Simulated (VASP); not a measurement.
Computed with PBE GGA, VASP's PBE PAW potentials (set 64) (plane waves; VASP).

Input for VASP

### POSCAR
```
CaF2
1
    0.0000000000     2.7580734293     2.7580734293
    2.7580734293     0.0000000000     2.7580734293
    2.7580734293     2.7580734293     0.0000000000
Ca F
1 2
Direct
  0.0000000000   0.0000000000   0.0000000000
  0.2500000000   0.2500000000   0.2500000000
  0.7500000000   0.7500000000   0.7500000000
```

INCAR:
```
ALGO = Normal
EDIFF = 1E-7
ENCUT = 520
GGA = PE
ICHARG = 11
ISMEAR = 0
LASPH = .TRUE.
LCHARG = .FALSE.
LORBIT = 11
LREAL = .FALSE.
LWAVE = .FALSE.
NELM = 100
PREC = Accurate
SIGMA = 0.05
SYSTEM = CaF2
```

**KPOINTS**
```
k-points along high-symmetry lines
15
Line-mode
Reciprocal
  0.000000   0.000000   0.000000 ! GAMMA
  0.500000  -0.000000   0.500000 ! X

  0.500000  -0.000000   0.500000 ! X
  0.625000   0.250000   0.625000 ! U

  0.375000   0.375000   0.750000 ! K
  0.000000   0.000000   0.000000 ! GAMMA

  0.000000   0.000000   0.000000 ! GAMMA
  0.500000   0.500000   0.500000 ! L

  0.500000   0.500000   0.500000 ! L
  0.500000   0.250000   0.750000 ! W

  0.500000   0.250000   0.750000 ! W
  0.500000  -0.000000   0.500000 ! X
```

POTCAR, in this order: Ca_sv F (PBE.64 set). Program: vasp_std. Read from the step before: CHGCAR.

Output of the run:

### OSZICAR
```
       N       E                     dE             d eps       ncg     rms          rms(c)
DAV:   1     0.217092492211E+03    0.21709E+03   -0.13817E+04  2880   0.152E+03
DAV:   2    -0.792919939102E+01   -0.22502E+03   -0.22074E+03  3736   0.384E+02
DAV:   3    -0.168404692620E+02   -0.89113E+01   -0.89040E+01  3296   0.861E+01
DAV:   4    -0.172081750899E+02   -0.36771E+00   -0.36763E+00  5056   0.128E+01
DAV:   5    -0.172098593182E+02   -0.16842E-02   -0.16842E-02  3272   0.923E-01
DAV:   6    -0.172098966945E+02   -0.37376E-04   -0.37376E-04  4312   0.807E-02
DAV:   7    -0.172098971845E+02   -0.48997E-06   -0.48997E-06  3648   0.115E-02
DAV:   8    -0.172098971954E+02   -0.10889E-07   -0.10898E-07  3688   0.140E-03
   1 F= -.17209897E+02 E0= -.17209897E+02  d E =-.205670E-13
```

File OUTCAR:
```
 val. band max:       -1.1229231182   @ k =   0.5000   0.0000   0.5000

 cond. band min:       5.9808193471   @ k =   0.0000   0.0000   0.0000



 k-point     1 :       0.0000    0.0000    0.0000
  band No.  band energies     occupation
      1     -37.2935      2.00000
      2     -20.9865      2.00000
      3     -20.2584      2.00000
      4     -18.2322      2.00000
      5     -18.2322      2.00000
      6     -18.2322      2.00000
      7      -3.1416      2.00000
      8      -3.1416      2.00000
      9      -3.1416      2.00000
     10      -1.3739      2.00000
     11      -1.3739      2.00000
     12      -1.3739      2.00000
     13       5.9808      0.00000
     14       7.9246      0.00000
     15       7.9246      0.00000
     16       9.8708      0.00000

 k-point     2 :       0.0357    0.0000    0.0357
  band No.  band energies     occupation
      1     -37.2930      2.00000
      2     -20.9911      2.00000
      3     -20.2620      2.00000
      4     -18.2333      2.00000
      5     -18.2333      2.00000
      6     -18.2238      2.00000
      7      -3.1381      2.00000
      8      -3.1381      2.00000
      9      -3.1199      2.00000
     10      -1.4120      2.00000
     11      -1.3730      2.00000
     12      -1.3730      2.00000
     13       6.0265      0.00000
     14       7.9217      0.00000
     15       7.9342      0.00000
     16       9.8604      0.00000

 k-point     3 :       0.0714    0.0000    0.0714
  band No.  band energies     occupation
      1     -37.2916      2.00000
      2     -21.0044      2.00000
      3     -20.2734      2.00000
      4     -18.2367      2.00000
      5     -18.2367      2.00000
      6     -18.1991      2.00000
      7      -3.1278      2.00000
      8      -3.1278      2.00000
      9      -3.0554      2.00000
     10      -1.5223      2.00000
     11      -1.3704      2.00000
     12      -1.3704      2.00000
     13       6.1604      0.00000
     14       7.9120      0.00000
...
```

The density is held fixed in this step, so its total energy and stress have no physical meaning.

The compound is CaF2 in the fluorite structure. It was relaxed first.
